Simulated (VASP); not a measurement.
# Ni (P6_3/mmc) in VASP: notebook, part 2 of 2

VASP 6.6.1.

### 3 Single point, PBE, collinear spin, ferromagnetic start

INCAR

```
  ADDGRID = F
  ALGO = Normal
  EDIFF = 1E-6
  ENCUT = 450
  GGA = PE
  ISIF = 2
  ISMEAR = 0
  ISPIN = 2
  LASPH = T
  LCHARG = F
  LMAXMIX = 4
  LORBIT = 11
  LREAL = F
  LWAVE = F
  MAGMOM = 1 1
  NBANDS = 21
  NELM = 100
  PREC = Accurate
  SIGMA = 0.2
```

KPOINTS

```
k-points
0
Gamma
  13 13 7
```

POSCAR

```
Ni
1.0
    2.4480228978      0.0000000000      0.0000000000
   -1.2240114489      2.1200500186      0.0000000000
    0.0000000000      0.0000000000      4.0728075700
Ni
2
Direct
    0.6666666667      0.3333333333      0.7500000000
    0.3333333333      0.6666666667      0.2500000000
```

Potentials or basis: VASP PAW PBE potentials, release 64 (Ni).

Started as:

```bash
> cat potpaw_PBE.64/Ni/POTCAR > POTCAR
> mpirun -np 1 vasp_std > vasp.out
```

OUTCAR:

```text
EDIFF = 1E-6
   ENCUT = 450
   GGA = PE
   ISIF = 2
   ISMEAR = 0
   ISPIN = 2
   LASPH = T
   LORBIT = 11
   LREAL = F
   NELM = 100
   PREC = Accurate

 Found     84 irreducible k-points:

 Following reciprocal coordinates:
            Coordinates               Weight
  0.000000  0.000000  0.000000      1.000000
  0.076923 -0.000000  0.000000      6.000000
  0.153846  0.000000  0.000000      6.000000
  0.230769 -0.000000  0.000000      6.000000
  0.307692  0.000000  0.000000      6.000000
  0.384615  0.000000  0.000000      6.000000
   k-points           NKPTS =     84   k-points in BZ     NKDIM =     84   number of bands    NBANDS=     21
   number of dos      NEDOS =    301   number of ions     NIONS =      2
   total plane-waves  NPLWV =   9072
   dimension x,y,z NGX =    18 NGY =   18 NGZ =   28
   dimension x,y,z NGXF=    36 NGYF=   36 NGZF=   56
   ions per type =               2
   NGX,Y,Z   is equivalent  to a cutoff of  12.22, 12.22, 11.43 a.u.
   NGXF,Y,Z  is equivalent  to a cutoff of  24.45, 24.45, 22.86 a.u.
 SYSTEM =  unknown system
   PREC   = accura    normal or accurate (medium, high low for compatibility)
   ISTART =      0    job   : 0-new  1-cont  2-samecut
   ICHARG =      2    charge: 1-file 2-atom 10-const
   ISPIN  =      2    spin polarized calculation?
   LNONCOLLINEAR =      F non collinear calculations
   LSORBIT =      F    spin-orbit coupling
   LASPH  =      T    aspherical Exc in radial PAW
   ENCUT  =  450.0 eV  33.07 Ry    5.75 a.u.   4.23  4.23  7.04*2*pi/ulx,y,z
   NELM   =    100;   NELMIN=  2; NELMDL= -5     # of ELM steps
   EDIFF  = 0.1E-05   stopping-criterion for ELM
   LREAL  =      F    real-space projection
   EDIFFG = 0.1E-04   stopping-criterion for IOM
   NSW    =      0    number of steps for IOM
   IBRION =     -1    ionic relax: 0-MD 1-quasi-New 2-CG
   NFREE  =      0    steps in history (QN), initial steepest desc. (CG)
   ISIF   =      2    stress and relaxation
   ISYM   =      2    0-nonsym 1-usesym 2-fastsym
   POTIM  = 0.5000    time-step for ionic-motion
   TEBEG  =    0.0;   TEEND  =   0.0 temperature during run
   PSTRESS=    0.0 pullay stress
   NELECT =      20.0000    total number of electrons
   NUPDOWN=      -1.0000    fix difference up-down
   EMIN   =  10.00;   EMAX   =-10.00  energy-range for DOS
   EFERMI =   0.00;   METHOD = LEGACY
   ISMEAR =     0;   SIGMA  =   0.20  broadening in eV -4-tet -1-fermi 0-gaus
   EFERMI_NEDOS =   21; number of points for ismear=-14 and -15
   IALGO  =     38    algorithm
   IMIX   =      4    mixing-type and parameters
     AMIX     =   0.40;   BMIX     =  1.00
     AMIX_MAG =   1.60;   BMIX_MAG =  1.00
  volume/ion in A,a.u.               =      10.57        71.32
  Fermi-wavevector in a.u.,A,eV,Ry     =   1.607187  3.037143 35.144518  2.583049
  Thomas-Fermi vector in A             =   2.703255
   LORBIT       =     11    0 simple, 1 ext, 2 COOP (PROOUT), +10 PAW based schemes
   GGA     = PE    functional components
   LHFCALC =     F    Hartree Fock is set to
   AEXX    =    0.0000 exact exchange contribution
   IVDW    =     0    specifies the selected vdW correction
   LEPSILON=     F    determine dielectric tensor
   LRPA    =     F    only Hartree local field effects (RPA)
 spin polarized calculation
 Gauss-broadening in eV      SIGMA  =   0.20
  energy-cutoff  :      450.00
  volume of cell :       21.14
 maximum number of plane-waves:       476
 NGX is ok and might be reduce to    18
   NGX =  9   NGY =  9   NGZ = 15

 number of electron      19.9999993 magnetization       1.2345113

 Free energy of the ion-electron system (eV)
  ---------------------------------------------------
  ext. energy  EPLUGINS =         0.00000000
  ---------------------------------------------------
  free energy    TOTEN  =       -10.91514323 eV

  energy without entropy =      -10.83641127  energy(sigma->0) =      -10.87577725

 E-fermi :   9.8066     XC(G=0): -13.4261

 val. band max:        9.8061977671   @ k =   0.2308   0.2308   0.0000
 cond. band min:       9.8070874046   @ k =   0.3077   0.0000   0.2857
 fundamental gap:      0.0008896375
 Fermi energy:         9.8065653418

 spin component 1

 k-point     1 :       0.0000    0.0000    0.0000
  band No.  band energies     occupation
      1       0.5766      1.00000
      2       4.7936      1.00000
      3       7.2456      1.00000
      4       7.4039      1.00000
      5       7.4039      1.00000
      6       7.6677      1.00000
[... 13 lines left out ...]
     20      36.5532      0.00000
     21      40.4743      0.00000

 k-point     2 :       0.0769   -0.0000    0.0000
  band No.  band energies     occupation
      1       0.7895      1.00000
      2       4.9273      1.00000
      3       7.1521      1.00000
      4       7.4722      1.00000
      5       7.4974      1.00000
      6       7.6206      1.00000
[... 13 lines left out ...]
     20      38.7869      0.00000
     21      39.4110      0.00000

 k-point     3 :       0.1538    0.0000    0.0000
  band No.  band energies     occupation
      1       1.4116      1.00000
      2       5.2742      1.00000
      3       6.9467      1.00000
      4       7.2357      1.00000
      5       7.4432      1.00000
      6       7.7107      1.00000
[... 13 lines left out ...]
     20      38.7474      0.00000
     21      39.3081      0.00000
[... 25 lines left out ...]
 k-point     5 :       0.3077    0.0000    0.0000
  band No.  band energies     occupation
      1       3.5556      1.00000
      2       5.6791      1.00000
      3       6.1012      1.00000
      4       6.7926      1.00000
      5       7.3490      1.00000
      6       7.6224      1.00000
[... 13 lines left out ...]
     20      37.1498      0.00000
     21      38.4670      0.00000

 k-point     6 :       0.3846    0.0000    0.0000
  band No.  band energies     occupation
      1       4.5874      1.00000
      2       5.5158      1.00000
      3       5.7910      1.00000
      4       6.9867      1.00000
      5       7.4892      1.00000
      6       7.5159      1.00000
[... 13 lines left out ...]
     20      35.8313      0.00000
     21      38.0921      0.00000

 [... further k-points ...]

 spin component 2

 k-point     1 :       0.0000    0.0000    0.0000
  band No.  band energies     occupation
      1       0.5498      1.00000
      2       5.1819      1.00000
      3       7.9358      1.00000
      4       8.0688      1.00000
      5       8.0688      1.00000
      6       8.3507      1.00000
[... 13 lines left out ...]
     20      36.6364      0.00000
     21      40.5523      0.00000

 k-point     2 :       0.0769   -0.0000    0.0000
  band No.  band energies     occupation
      1       0.7629      1.00000
      2       5.3240      1.00000
      3       7.8172      1.00000
      4       8.1562      1.00000
      5       8.1662      1.00000
      6       8.2987      1.00000
[... 13 lines left out ...]
     20      38.8689      0.00000
     21      39.4767      0.00000

 k-point     3 :       0.1538    0.0000    0.0000
  band No.  band energies     occupation
      1       1.3871      1.00000
      2       5.6976      1.00000
      3       7.5799      1.00000
      4       7.6192      1.00000
      5       8.1081      1.00000
      6       8.4073      1.00000
[... 13 lines left out ...]
     20      38.7967      0.00000
     21      39.3871      0.00000
[... 25 lines left out ...]
 k-point     5 :       0.3077    0.0000    0.0000
  band No.  band energies     occupation
      1       3.5822      1.00000
      2       6.1992      1.00000
      3       6.5287      1.00000
      4       7.3096      1.00000
      5       7.9857      1.00000
      6       8.2458      1.00000
[... 13 lines left out ...]
     20      37.2660      0.00000
     21      38.5023      0.00000

 k-point     6 :       0.3846    0.0000    0.0000
  band No.  band energies     occupation
      1       4.7442      1.00000
      2       6.0372      1.00000
      3       6.2355      1.00000
      4       7.3986      1.00000
      5       8.0780      1.00000
      6       8.1054      1.00000
[... 13 lines left out ...]
     20      35.9314      0.00000
     21      38.1397      0.00000

 [... further k-points ...]

------------------------ aborting loop because EDIFF is reached ----------------------------------------

  FORCE on cell =-STRESS in cart. coord.  units (eV):
  Direction    XX          YY          ZZ          XY          YZ          ZX
  --------------------------------------------------------------------------------------
  -------------------------------------------------------------------------------------
  Total        1.0561603      1.0561603      0.6069430      0.0000000      0.0000000      0.0000000
  in kB       80.0543519     80.0543519     46.0047846      0.0000000      0.0000000      0.0000000
  external PRESSURE =      68.7044962 kB  Pullay stress =       0.0000000 kB

 VOLUME and BASIS-vectors are now :
 -----------------------------------------------------------------------------
  energy-cutoff  :      450.00
  volume of cell :       21.14
      direct lattice vectors                 reciprocal lattice vectors
     2.448022898  0.000000000  0.000000000     0.408492911  0.235843492  0.000000000
    -1.224011449  2.120050019  0.000000000     0.000000000  0.471686984  0.000000000
     0.000000000  0.000000000  4.072807570     0.000000000  0.000000000  0.245530873

 POSITION                                       TOTAL-FORCE (eV/Angst)
 -----------------------------------------------------------------------------------
      1.22401      0.70668      3.05461         0.000000     -0.000000      0.000000
     -0.00000      1.41337      1.01820        -0.000000      0.000000      0.000000
 -----------------------------------------------------------------------------------
    total drift:                               -0.000000      0.000000     -0.000000

  FREE ENERGIE OF THE ION-ELECTRON SYSTEM (eV)
  ---------------------------------------------------
  free  energy   TOTEN  =       -10.9151432258 eV

  energy  without entropy=      -10.8364112707  energy(sigma->0) =      -10.87577725

 total charge

# of ion       s       p       d       tot
------------------------------------------
    1        0.510   0.523   8.331   9.364
    2        0.510   0.523   8.331   9.364
--------------------------------------------------
tot          1.019   1.046  16.663  18.728

 magnetization (x)

# of ion       s       p       d       tot
------------------------------------------
    1       -0.005  -0.024   0.655   0.626
    2       -0.005  -0.024   0.655   0.626
--------------------------------------------------
tot         -0.010  -0.049   1.311   1.252
```

stdout:

```text
POSCAR found type information on POSCAR Ni
 POSCAR found :  1 types and       2 ions
 scaLAPACK will be used
 LDA part: xc-table for (Slater+PW92), standard interpolation
 POSCAR, INCAR and KPOINTS ok, starting setup
 FFT: planning ... GRIDC
 FFT: planning ... GRID_SOFT
 FFT: planning ... GRID
 WAVECAR not read
 entering main loop
```

Run time: 24 s. Hardware: 1 thread of AMD EPYC 9R45 (Zen 5), shared host; peak memory 0.13 GiB.

These settings aren't checked as converged: the numbers below hold their error.

What came out:

```
Free energy                                           : -10.9151 eV
Pressure                                              : 6.9 GPa
Band gap on the k mesh                                : none (metal or under the smearing width)
Net moment                                            : 1.23 μB per cell
Site moments                                          : Ni +0.63 μB
Valence electrons inside the program's atomic spheres : Ni 9.36
```

### 4 Single point, PBE, collinear spin, ferromagnetic start

Changes to INCAR since step 3:

```diff
@@ -18,2 +18,2 @@
   PREC = Accurate
-  SIGMA = 0.2
+  SIGMA = 0.05
```

KPOINTS is that of step 3.

POSCAR is that of step 3.

Started as:

```bash
> cat potpaw_PBE.64/Ni/POTCAR > POTCAR
> mpirun -np 1 vasp_std > vasp.out
```

Run time: 24 s. Hardware: 1 thread of AMD EPYC 9R45 (Zen 5), shared host; peak memory 0.13 GiB.

The run converged, but some of its settings lie outside the range that counts as converged, so its numbers aren't taken as properties of the crystal.

What came out:

```
Free energy                                           : -10.8751 eV
Pressure                                              : 6.5 GPa
Band gap on the k mesh                                : none (metal or under the smearing width)
Net moment                                            : 1.25 μB per cell
Site moments                                          : Ni +0.63 μB
Valence electrons inside the program's atomic spheres : Ni 9.36
```

### 5 Single point, PBE, collinear spin, ferromagnetic start

Changes to INCAR since step 4:

```diff
@@ -18,2 +18,2 @@
   PREC = Accurate
-  SIGMA = 0.05
+  SIGMA = 0.02
```

KPOINTS is that of step 4.

POSCAR is that of step 4.

Started as:

```bash
> cat potpaw_PBE.64/Ni/POTCAR > POTCAR
> mpirun -np 1 vasp_std > vasp.out
```

Wall time 22 s (1 thread of AMD EPYC 9R45 (Zen 5), shared host); peak memory 0.13 GiB.

The run converged, but some of its settings lie outside the range that counts as converged, so its numbers aren't taken as properties of the crystal.

Results:

| Property | Result |
| --- | --- |
| Free energy | -10.8726 eV |
| Pressure | 6.6 GPa |
| Band gap on the k mesh | none (metal or under the smearing width) |
| Net moment | 1.25 μB per cell |
| Site moments | Ni +0.64 μB |
| Valence electrons inside the program's atomic spheres | Ni 9.36 |

### 6 Single point, PBE, collinear spin, ferromagnetic start

Changes to INCAR since step 5:

```diff
@@ -17,3 +17,3 @@
   NELM = 100
-  PREC = Accurate
-  SIGMA = 0.02
+  PREC = Low
+  SIGMA = 0.1
```

KPOINTS is that of step 5.

POSCAR is that of step 5.

Potentials or basis: VASP PAW PBE potentials, release 64 (Ni).

Started as:

```bash
> cat potpaw_PBE.64/Ni/POTCAR > POTCAR
> mpirun -np 1 vasp_std > vasp.out
```

It took 15 s on 1 thread of AMD EPYC 9R45 (Zen 5), shared host; peak memory 0.11 GiB.

The run converged, but some of its settings lie outside the range that counts as converged, so its numbers aren't taken as properties of the crystal.

What came out:

```
Free energy                                           : -10.8863 eV
Pressure                                              : 6.7 GPa
Band gap on the k mesh                                : none (metal or under the smearing width)
Net moment                                            : 1.24 μB per cell
Site moments                                          : Ni +0.63 μB
Valence electrons inside the program's atomic spheres : Ni 9.36
```
